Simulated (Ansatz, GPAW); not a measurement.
# Ballistic transport through benzoquinonedithiol between two Ir chains, from relaxation to T(E)

Wanted: T(E) of benzoquinonedithiol between two Ir chains at a relaxed geometry in two programs, beside the unrelaxed structure.

Main program and level: GPAW 26.7.0 and Ansatz 0.2.0; Ansatz plane waves; relaxation of the junction with the lead ends held; PAW set soft_1, in the first sound run; inputs show where later runs differ.

## Step 1: Set-up

The cell holds 28 atoms: 16 Ir, 2 S, 2 H, 6 C and 2 O. Cell: a = 11.831 Å, b = 9.000 Å, c = 43.919 Å, α = 90.0°, β = 90.0°, γ = 90.0°. Regions: left lead, 8 atoms (8 Ir); channel, 12 atoms (2 S, 2 H, 6 C and 2 O); right lead, 8 atoms (8 Ir). Vacuum lies along a and b. The structure is stacked along c, and the current runs across the ab planes.

## Step 2: Relaxation

Transmission follows bond lengths closely, so the atoms between the held lead ends are relaxed first, from a slightly shaken start that lets symmetry break.

input.yaml reads:

```yaml
crystal:
  lattice:
    - [11.8312079386, 0.0, 0.0]
    - [0.0, 9.0, 0.0]
    - [0.0, 0.0, 43.9189232765]
  atoms:
    - { symbol: Ir, position: [0.5, 0.5, 0.0261846128] }
    - { symbol: Ir, position: [0.5, 0.5, 0.0785538384] }
    - { symbol: Ir, position: [0.5, 0.5, 0.1309230639] }
    - { symbol: Ir, position: [0.5, 0.5, 0.1832922895] }
    - { symbol: Ir, position: [0.5, 0.5, 0.2356615151] }
    - { symbol: Ir, position: [0.5, 0.5, 0.2880307407] }
    - { symbol: Ir, position: [0.4969398319, 0.5004378597, 0.3402421775] }
    - { symbol: Ir, position: [0.4986707656, 0.5009711253, 0.3934033464] }
    - { symbol: S, position: [0.3759079923, 0.4960630819, 0.436283192] }
    - { symbol: H, position: [0.6126595808, 0.5033191277, 0.4516166507] }
    - { symbol: C, position: [0.4492465335, 0.4961241033, 0.4716005273] }
    - { symbol: C, position: [0.5582338994, 0.4980843852, 0.4721218359] }
    - { symbol: C, position: [0.3842019991, 0.4997808863, 0.4989890667] }
    - { symbol: O, position: [0.2690138659, 0.5030543872, 0.4989753083] }
    - { symbol: O, position: [0.7270445213, 0.5057981797, 0.4996778594] }
    - { symbol: C, position: [0.620878502, 0.5040531343, 0.5021156196] }
    - { symbol: C, position: [0.4406764144, 0.4967014762, 0.5275649246] }
    - { symbol: C, position: [0.5506418127, 0.5007275637, 0.5299054554] }
    - { symbol: H, position: [0.3866215654, 0.5005069876, 0.5483984558] }
    - { symbol: S, position: [0.622063004, 0.5001005354, 0.5626242794] }
    - { symbol: Ir, position: [0.4978604135, 0.5025309486, 0.6075639193] }
    - { symbol: Ir, position: [0.5032498565, 0.4946710963, 0.6601269305] }
    - { symbol: Ir, position: [0.5, 0.5, 0.7119692593] }
    - { symbol: Ir, position: [0.5, 0.5, 0.7643384849] }
    - { symbol: Ir, position: [0.5, 0.5, 0.8167077105] }
    - { symbol: Ir, position: [0.5, 0.5, 0.8690769361] }
    - { symbol: Ir, position: [0.5, 0.5, 0.9214461616] }
    - { symbol: Ir, position: [0.5, 0.5, 0.9738153872] }
kpoints:
  mp_grid: { grid: [1, 1, 2] }
hamiltonian:
  xc: pbe
  pseudopotentials: { kind: paw, azcp: { folder: soft_1 } }
scf:
  occupations: { method: fermi_dirac, width: 0.1 }
relax:
  f_tol: 0.03
  max_steps: 80
  constraints: [{ sites: [0, 1, 2, 3, 4, 5, 22, 23, 24, 25, 26, 27] }]
```

The run is started by

```sh
ansatz run input.yaml --threads 4 --pin off --max-ram 8192MiB --backend cpu --events-out ev --progress --plain --runs-dir out
```

Numbers of over 12 decimals in the logs are rounded to 6 here.

Log:

```text
Engine: ansatz 0.2.0, aarch64-unknown-linux-gnu
Pseudopotentials: kind: paw
Pseudopotential: Ir, paw, valence charge 17, recommended cutoff 420 eV (normal), soft_1/Ir.paw.azcp
Pseudopotential: S, paw, valence charge 6, recommended cutoff 420 eV (normal), soft_1/S.paw.azcp
Pseudopotential: H, paw, valence charge 1, recommended cutoff 420 eV (normal), soft_1/H.paw.azcp
Pseudopotential: C, paw, valence charge 4, recommended cutoff 420 eV (normal), soft_1/C.paw.azcp
Pseudopotential: O, paw, valence charge 6, recommended cutoff 420 eV (normal), soft_1/O.paw.azcp
Functional definition: PBE
  parameter kappa = 0.804
  parameter beta = 0.066725
  exchange = pbe_x(kappa = kappa, mu = beta*pi^2/3)
  correlation = pbe_c(beta = beta)
Crystal: 28 atoms, lattice volume = 4676.525 Å³
Basis set: ecut = 420 eV, 91283 PW (Γ), exchange–correlation on 160×128×600 points (8 copies of the dense FFT grid, shifted against one another)
Bands: 194, of which v1, the nominal top of the filled ones, is band 161 counted from 1 (160 counted from 0)
Symmetry: 1 space group operations
Space group: P1 (ITA 1), of the structure as read, at distance tolerance 1.7e-4 Å
k-points: 2
Non-local potential: Ir, projectors of the file, l = 0: 3, l = 1: 2, l = 2: 2, l = 3: 1
Non-local potential: S, projectors of the file, l = 0: 2, l = 1: 2, l = 2: 1
Non-local potential: H, projectors of the file, l = 0: 2, l = 1: 1
Non-local potential: C, projectors of the file, l = 0: 2, l = 1: 2, l = 2: 1
Non-local potential: O, projectors of the file, l = 0: 2, l = 1: 2, l = 2: 1
PAW form: soft (Blöchl's): semilocal exchange-correlation on the pseudo side does not see the compensation charge
PAW one-centre angular grid: Ir, 590 points (default); XC on 64 Gauss nodes
PAW one-centre angular grid: S, 110 points (default); XC on 64 Gauss nodes
PAW one-centre angular grid: H, 110 points (default); XC on 64 Gauss nodes
PAW one-centre angular grid: C, 110 points (default); XC on 64 Gauss nodes
PAW one-centre angular grid: O, 110 points (default); XC on 64 Gauss nodes
Initial density: superposition of atomic densities (neutral atoms: chi_scale 0, normalization atom)
Initial wavefunctions: pseudopotential atomic-orbital guess
Functional: x = pbe(κ = 0.804, μ = 0.219515), c = pbe(β = 0.066725)
SCF iter   1: F=—  HF=-195410.588790 eV  |F-HF|=—  |Δ(HF+E_count)|=         —  Δρ=2.77e-2  dr2=4.48e1  ethr=3.10e-3  ⟨swp⟩=7.5  Hψ=1731  notcnv=0  defer=1
preconditioner: auto → LDOS  [metal: Δε(μ)=0.025 eV  Ē_g=5.069 eV  σ=0.100 eV  W_gap=0.06  n_scr=422 (ndim 8)  ℏωp=7.4 eV  f_vac=0.783  D(μ)=51.55/eV (n_scr^D=218)  β→1.0]
SCF iter   2: F=—  HF=-195419.287374 eV  |F-HF|=—  |Δ(HF+E_count)|=    8.70e0  Δρ=4.91e-2  dr2=3.50e2  ethr=3.10e-3  ⟨swp⟩=4.5  Hψ=1005  notcnv=0  defer=2  recentre
SCF iter   3: F=—  HF=-195403.740018 eV  |F-HF|=—  |Δ(HF+E_count)|=    1.55e1  Δρ=1.61e-2  dr2=2.63e1  ethr=3.10e-3  ⟨swp⟩=3.0  Hψ=943  notcnv=0  defer=12
SCF iter   4: F=—  HF=-195400.409787 eV  |F-HF|=—  |Δ(HF+E_count)|=    3.33e0  Δρ=5.92e-3  dr2=5.25e0  ethr=3.10e-3  ⟨swp⟩=2.5  Hψ=702  notcnv=0  defer=7
SCF iter   5: F=—  HF=-195399.898929 eV  |F-HF|=—  |Δ(HF+E_count)|=   5.11e-1  Δρ=2.67e-3  dr2=6.10e-1  ethr=1.63e-3  ⟨swp⟩=2.0  Hψ=605  notcnv=0  defer=9
SCF iter   6: F=—  HF=-195399.860612 eV  |F-HF|=—  |Δ(HF+E_count)|=   3.83e-2  Δρ=2.83e-3  dr2=1.56e0  ethr=1.89e-4  ⟨swp⟩=3.0  Hψ=628  notcnv=0  defer=9  recentre
SCF iter   7: F=—  HF=-195399.811358 eV  |F-HF|=—  |Δ(HF+E_count)|=   4.93e-2  Δρ=8.10e-4  dr2=3.89e-2  ethr=1.89e-4  ⟨swp⟩=2.5  Hψ=567  notcnv=0  defer=11
SCF iter   8: F=—  HF=-195399.811161 eV  |F-HF|=—  |Δ(HF+E_count)|=   1.97e-4  Δρ=3.19e-4  dr2=1.58e-2  ethr=1.21e-5  ⟨swp⟩=2.0  Hψ=544  notcnv=0  defer=11
SCF iter   9: F=—  HF=-195399.811049 eV  |F-HF|=—  |Δ(HF+E_count)|=   1.12e-4  Δρ=1.62e-4  dr2=2.99e-3  ethr=4.90e-6  ⟨swp⟩=2.0  Hψ=416  notcnv=0  defer=11
SCF iter  10: F=—  HF=-195399.811101 eV  |F-HF|=—  |Δ(HF+E_count)|=   5.23e-5  Δρ=5.48e-5  dr2=3.23e-4  ethr=9.28e-7  ⟨swp⟩=2.0  Hψ=518  notcnv=0  defer=11
SCF iter  11: F=—  HF=-195399.811178 eV  |F-HF|=—  |Δ(HF+E_count)|=   7.68e-5  Δρ=2.22e-5  dr2=3.98e-5  ethr=1.00e-7  ⟨swp⟩=2.0  Hψ=511  notcnv=0  defer=11
SCF iter  12: F=-195399.811198 eV  HF=-195399.811200 eV  |F-HF|=1.54e-6  |Δ(HF+E_count)|=   2.24e-5  Δρ=9.81e-6  dr2=7.76e-6  ethr=6.99e-9  ⟨swp⟩=5.0  Hψ=1226  notcnv=0
SCF 1 converged in 12 iterations: F = -195399.811198 eV  dr2 = 7.76e-6
  greatest PAW one-centre occupation: 1.000 electrons in one spin orbital (limit 2), on the Ir atom at site 21 (counted from 0), in its partial waves of l = 0
relax step   1: F+E_penalty+E_count = -195399.81119840 eV  Δ(F+E_penalty+E_count) = +0.000e0 eV  max|allowed force component| = 6.471e0 eV/Å  Δτ_max = 0.0000 Å  (12 SCF iters, dr2 threshold 2.25e-5 eV, accepted)
Initial density: handed on by an earlier stage of this run
Initial wavefunctions: those handed on with the density
iter 1 solved again at ethr=6.18e-4 eV; its pass at ethr=3.10e-3 eV (dr2=1.99e0 eV) is discarded
SCF iter   1: F=—  HF=-195401.351993 eV  |F-HF|=—  |Δ(HF+E_count)|=         —  Δρ=7.28e-3  dr2=1.97e0  ethr=6.18e-4  ⟨swp⟩=1.0  Hψ=1595  notcnv=0  defer=11
preconditioner: auto → LDOS  [metal: Δε(μ)=0.034 eV  Ē_g=4.902 eV  σ=0.100 eV  W_gap=0.08  n_scr=422 (ndim 8)  ℏωp=7.5 eV  f_vac=0.796  D(μ)=53.91/eV (n_scr^D=232)  β→1.0]
SCF iter   2: F=—  HF=-195401.276004 eV  |F-HF|=—  |Δ(HF+E_count)|=   7.60e-2  Δρ=2.54e-3  dr2=3.49e-1  ethr=6.12e-4  ⟨swp⟩=3.0  Hψ=734  notcnv=0  defer=11
SCF iter   3: F=—  HF=-195401.207535 eV  |F-HF|=—  |Δ(HF+E_count)|=   6.85e-2  Δρ=1.28e-3  dr2=1.04e-1  ethr=1.08e-4  ⟨swp⟩=3.0  Hψ=838  notcnv=0  defer=9
SCF iter   4: F=—  HF=-195401.191013 eV  |F-HF|=—  |Δ(HF+E_count)|=   1.65e-2  Δρ=3.10e-4  dr2=7.65e-3  ethr=3.23e-5  ⟨swp⟩=2.0  Hψ=519  notcnv=0  defer=9
SCF iter   5: F=—  HF=-195401.190125 eV  |F-HF|=—  |Δ(HF+E_count)|=   8.87e-4  Δρ=1.14e-4  dr2=1.15e-3  ethr=2.38e-6  ⟨swp⟩=2.5  Hψ=555  notcnv=0  defer=9
SCF iter   6: F=—  HF=-195401.190230 eV  |F-HF|=—  |Δ(HF+E_count)|=   1.04e-4  Δρ=4.77e-5  dr2=2.68e-4  ethr=3.58e-7  ⟨swp⟩=2.5  Hψ=661  notcnv=0  defer=9
SCF iter   7: F=-195401.190252 eV  HF=-195401.190260 eV  |F-HF|=8.41e-6  |Δ(HF+E_count)|=   3.08e-5  Δρ=1.82e-5  dr2=2.95e-5  ethr=3.11e-8  ⟨swp⟩=3.5  Hψ=1296  notcnv=0
SCF 2 converged in 7 iterations: F = -195401.190252 eV  dr2 = 2.95e-5
relax step   2: F+E_penalty+E_count = -195401.19025204 eV  Δ(F+E_penalty+E_count) = -1.379e0 eV  max|allowed force component| = 3.927e0 eV/Å  Δτ_max = 0.1998 Å  (7 SCF iters, dr2 threshold 1.00e-4 eV, accepted)
[...]
SCF iter   5: F=—  HF=-195401.815793 eV  |F-HF|=—  |Δ(HF+E_count)|=   3.04e-4  Δρ=1.15e-4  dr2=1.44e-3  ethr=1.66e-6  ⟨swp⟩=2.0  Hψ=548  notcnv=0  defer=12
SCF iter   6: F=—  HF=-195401.815790 eV  |F-HF|=—  |Δ(HF+E_count)|=   2.45e-6  Δρ=4.10e-5  dr2=1.65e-4  ethr=4.47e-7  ⟨swp⟩=2.0  Hψ=455  notcnv=0  defer=12
SCF iter   7: F=-195401.815843 eV  HF=-195401.815863 eV  |F-HF|=2.03e-5  |Δ(HF+E_count)|=   7.31e-5  Δρ=1.70e-5  dr2=3.40e-5  ethr=3.11e-8  ⟨swp⟩=3.0  Hψ=1452  notcnv=0
SCF 3 converged in 7 iterations: F = -195401.815843 eV  dr2 = 3.40e-5
relax step   3: F+E_penalty+E_count = -195401.81584314 eV  Δ(F+E_penalty+E_count) = -6.256e-1 eV  max|allowed force component| = 9.671e-1 eV/Å  Δτ_max = 0.1954 Å  (7 SCF iters, dr2 threshold 1.00e-4 eV, accepted)
[... from here on, the SCF cycles and remarks between the steps are left out ...]
relax step   4: F+E_penalty+E_count = -195402.14846679 eV  Δ(F+E_penalty+E_count) = -3.326e-1 eV  max|allowed force component| = 5.963e-1 eV/Å  Δτ_max = 0.1956 Å  (7 SCF iters, dr2 threshold 5.85e-5 eV, accepted)
relax step   5: F+E_penalty+E_count = -195402.44109907 eV  Δ(F+E_penalty+E_count) = -2.926e-1 eV  max|allowed force component| = 7.643e-1 eV/Å  Δτ_max = 0.1701 Å  (9 SCF iters, dr2 threshold 2.22e-5 eV, accepted)
relax step   6: F+E_penalty+E_count = -195402.62119586 eV  Δ(F+E_penalty+E_count) = -1.801e-1 eV  max|allowed force component| = 4.198e-1 eV/Å  Δτ_max = 0.2000 Å  (8 SCF iters, dr2 threshold 1.00e-4 eV, accepted)
relax step   7: F+E_penalty+E_count = -195402.69777898 eV  Δ(F+E_penalty+E_count) = -7.658e-2 eV  max|allowed force component| = 2.699e-1 eV/Å  Δτ_max = 0.1943 Å  (8 SCF iters, dr2 threshold 5.32e-5 eV, accepted)
relax step   8: F+E_penalty+E_count = -195402.62120504 eV  Δ(F+E_penalty+E_count) = +7.657e-2 eV  max|allowed force component| = 1.604e0 eV/Å  Δτ_max = 0.0360 Å  (7 SCF iters, dr2 threshold 2.20e-5 eV, rejected (line search))
relax step   9: F+E_penalty+E_count = -195402.70443071 eV  Δ(F+E_penalty+E_count) = -6.652e-3 eV  max|allowed force component| = 1.210e-1 eV/Å  Δτ_max = 0.0174 Å  (10 SCF iters, accepted)
relax step  10: F+E_penalty+E_count = -195402.70516747 eV  Δ(F+E_penalty+E_count) = -7.368e-4 eV  max|allowed force component| = 9.951e-3 eV/Å  Δτ_max = 0.0172 Å  (6 SCF iters, dr2 threshold 2.94e-6 eV, accepted)
iter 1 solved again at ethr=4.73e-10 eV; its pass at ethr=3.10e-3 eV (dr2=1.52e-6 eV) is discarded
SCF iter   1: F=—  HF=-195402.705225 eV  |F-HF|=—  |Δ(HF+E_count)|=         —  Δρ=3.85e-6  dr2=1.52e-6  ethr=4.73e-10  ⟨swp⟩=1.0  Hψ=912  notcnv=0  defer=10
preconditioner: auto → LDOS  [metal: Δε(μ)=0.057 eV  Ē_g=4.927 eV  σ=0.100 eV  W_gap=0.14  n_scr=422 (ndim 8)  ℏωp=7.5 eV  f_vac=0.796  D(μ)=50.68/eV (n_scr^D=214)  β→1.0]
SCF iter   2: F=—  HF=-195402.705168 eV  |F-HF|=—  |Δ(HF+E_count)|=   5.65e-5  Δρ=2.38e-6  dr2=4.63e-7  ethr=4.73e-10  ⟨swp⟩=2.0  Hψ=563  notcnv=0  defer=10
SCF iter   3: F=—  HF=-195402.705169 eV  |F-HF|=—  |Δ(HF+E_count)|=   3.23e-7  Δρ=1.89e-6  dr2=3.40e-7  ethr=1.44e-10  ⟨swp⟩=2.0  Hψ=640  notcnv=0  defer=10
SCF iter   4: F=-195402.705169 eV  HF=-195402.705169 eV  |F-HF|=4.63e-9  |Δ(HF+E_count)|=   1.32e-7  Δρ=3.90e-7  dr2=1.44e-8  ethr=3.11e-11  ⟨swp⟩=3.0  Hψ=1442  notcnv=0
SCF 11 converged in 4 iterations: F = -195402.705169 eV  dr2 = 1.44e-8
relax step  11: F+E_penalty+E_count = -195402.70516872 eV  Δ(F+E_penalty+E_count) = -1.242e-6 eV  max|allowed force component| = 9.979e-3 eV/Å  Δτ_max = 0.0000 Å  (4 SCF iters, accepted)
SCF converged after 4 iterations
Free energy (F): -195402.705169 eV
Harris-Foulkes:  -195402.705169 eV  (|F-HF|=4.63e-9)
Internal energy: -195401.098618 eV  (E = F + TS)
E sigma→0 (E₀):  -195401.901893 eV
Entropy (-TS):   -1.606551 eV (-57.377 meV/atom)
Fermi energy:    -3.914714 eV
--- Per-component energies (eV) ---
  E_band       = -9519.304285
  E_kinetic    = 9689.186166
  E_local      = -102749.091915  (includes V_loc(G=0)·N_el)
  E_nonlocal   = 3400.114398
  E_hartree    = 44763.244819
  E_xc         = -4227.981656
  E_vxc        = -4716.757641  (∫ρ·V_xc dr)
  E_paw        = -150401.198633  (= ΣΔE_a)
  E_vpaw       = -4669.249135  (= ΣTr[D̂ρ^β])
  E_aug_tail   = 0.005350  (compensation charges beyond the density's cutoff)
  E_ewald      = 4124.622854
  E_smearing   = -1.606551  (= −TS)
  E_closure    = -0.000000  (closes the sum)
  Σ components = -195402.705169   (vs F -195402.705169, Δ=0.00e0)
--- Forces (eV/Å), atoms counted from 1 ---
  atom   1  Ir    -0.04145047    -0.00009045     0.00879650
  atom   2  Ir    -0.01871422    -0.00007181    -0.02603632
  atom   3  Ir     0.01726080     0.00000620    -0.07490568
  atom   4  Ir    -0.02672539     0.00027365     0.15657720
  atom   5  Ir    -0.39675638     0.00458608     0.12620005
  atom   6  Ir     0.50617763    -0.00486770     0.55390574
  atom   7  Ir     0.00174789    -0.00073506    -0.00308014
  atom   8  Ir     0.00218766     0.00090126    -0.00689312
  atom   9  S      0.00107764     0.00074152     0.00017896
  atom  10  H      0.00167010    -0.00026845     0.00157905
  atom  11  C     -0.00997909     0.00155227     0.00360408
  atom  12  C      0.00793417    -0.00045575    -0.00054373
  atom  13  C     -0.00563729    -0.00319755     0.00587625
  atom  14  O      0.00628224     0.00049142    -0.00064152
  atom  15  O     -0.00608080     0.00008830     0.00141986
  atom  16  C      0.00659060    -0.00045011    -0.00356138
  atom  17  C     -0.00824479     0.00008398    -0.00025739
  atom  18  C      0.00809862     0.00012735    -0.00416481
  atom  19  H     -0.00213859     0.00075030    -0.00171389
  atom  20  S      0.00004281     0.00135398     0.00027077
  atom  21  Ir    -0.00116708    -0.00031697     0.00435322
  atom  22  Ir    -0.00228374    -0.00082204     0.00330229
  atom  23  Ir    -0.50626975    -0.00299347    -0.55353183
  atom  24  Ir     0.39676147     0.00347662    -0.12636101
  atom  25  Ir     0.02672593     0.00019607    -0.15650999
  atom  26  Ir    -0.01725320     0.00003523     0.07488892
  atom  27  Ir     0.01871145    -0.00011835     0.02605912
  atom  28  Ir     0.04144622    -0.00024400    -0.00881399
  max |Σ_I F_I| component: 3.25e-5 eV/Å
--- Relaxed structure (11 steps of the walk, 10 accepted, 0 SCFs on fresh bases) ---
  F+E_penalty+E_count = -195402.70516872 eV   max|allowed force component| = 9.979e-3 eV/Å
  atoms:
    - { symbol: Ir, position: [0.5, 0.500000, 0.026185] }
    - { symbol: Ir, position: [0.5, 0.500000, 0.078554] }
    - { symbol: Ir, position: [0.5, 0.500000, 0.130923] }
    - { symbol: Ir, position: [0.5, 0.500000, 0.1832922895] }
    - { symbol: Ir, position: [0.5, 0.500000, 0.2356615151] }
    - { symbol: Ir, position: [0.5, 0.500000, 0.288031] }
    - { symbol: Ir, position: [0.413207, 0.501202, 0.335622] }
    - { symbol: Ir, position: [0.489310, 0.500144, 0.383596] }
    - { symbol: S, position: [0.406866, 0.500731, 0.429103] }
    - { symbol: H, position: [0.649724, 0.501806, 0.459454] }
    - { symbol: C, position: [0.469850, 0.500660, 0.466732] }
    - { symbol: C, position: [0.579920, 0.501289, 0.475674] }
    - { symbol: C, position: [0.381371, 0.500075, 0.491903] }
    - { symbol: O, position: [0.279865, 0.499515, 0.486418] }
    - { symbol: O, position: [0.720035, 0.502093, 0.513567] }
    - { symbol: C, position: [0.618527, 0.501422, 0.508084] }
    - { symbol: C, position: [0.419981, 0.500102, 0.524315] }
    - { symbol: C, position: [0.530051, 0.500711, 0.533258] }
    - { symbol: H, position: [0.350182, 0.499542, 0.540536] }
    - { symbol: S, position: [0.593002, 0.500730, 0.570891] }
    - { symbol: Ir, position: [0.510607, 0.500355, 0.616409] }
    - { symbol: Ir, position: [0.586772, 0.500936, 0.664375] }
    - { symbol: Ir, position: [0.5, 0.500000, 0.711969] }
    - { symbol: Ir, position: [0.5, 0.500000, 0.7643384849] }
    - { symbol: Ir, position: [0.5, 0.500000, 0.8167077105] }
    - { symbol: Ir, position: [0.5, 0.500000, 0.869077] }
    - { symbol: Ir, position: [0.5, 0.500000, 0.9214461616] }
    - { symbol: Ir, position: [0.5, 0.500000, 0.973815] }
```

Wall time 6.1 min (4 threads of Arm Neoverse V1, shared host); peak memory 5.2 GiB.

This run has no spin polarisation, although Ir can carry a moment.

The steps of the relaxation:

| step | energy less that of the first step (eV) | largest force component (eV/Å) |
| --- | --- | --- |
| 1 | 0.0000 | 6.4712 |
| 2 | -1.3791 | 3.9275 |
| 3 | -2.0046 | 0.9671 |
| 4 | -2.3373 | 0.5963 |
| 5 | -2.6299 | 0.7643 |
| 6 | -2.8100 | 0.4198 |
| 7 | -2.8866 | 0.2699 |
| 8 | -2.8100 | 1.6038 |
| 9 | -2.8932 | 0.1210 |
| 10 | -2.8940 | 0.0100 |
| 11 | -2.8940 | 0.0100 |

Relaxation step 8 was tried and not accepted.

The atoms that moved most (Å):

```csv
atom,dx,dy,dz,length
Ir7,-0.991,0.007,-0.203,1.011
Ir22,0.988,0.056,0.187,1.007
O15,-0.083,-0.033,0.610,0.617
O14,0.128,-0.032,-0.551,0.567
H10,0.439,-0.014,0.344,0.558
H19,-0.431,-0.009,-0.345,0.552
S20,-0.344,0.006,0.363,0.500
S9,0.366,0.042,-0.315,0.485
```

This step gave:

- free energy: -195402.7052 eV
- smearing term TS: 1.607 eV
- symmetry operations: 1

The relaxation lowered the energy of the cell by 2.89 eV.

(Continued in part 2 of 4.)

[Logs are printed without paths, hosts, clocks, repeated set-up lines and the standing remarks that a program may print on its own settings, such as how far it seeks lower states.]

[Hosts, paths, dates, database ids (printed as entryN), source tags and the programs' standing remarks are cut or masked in the printed files.]
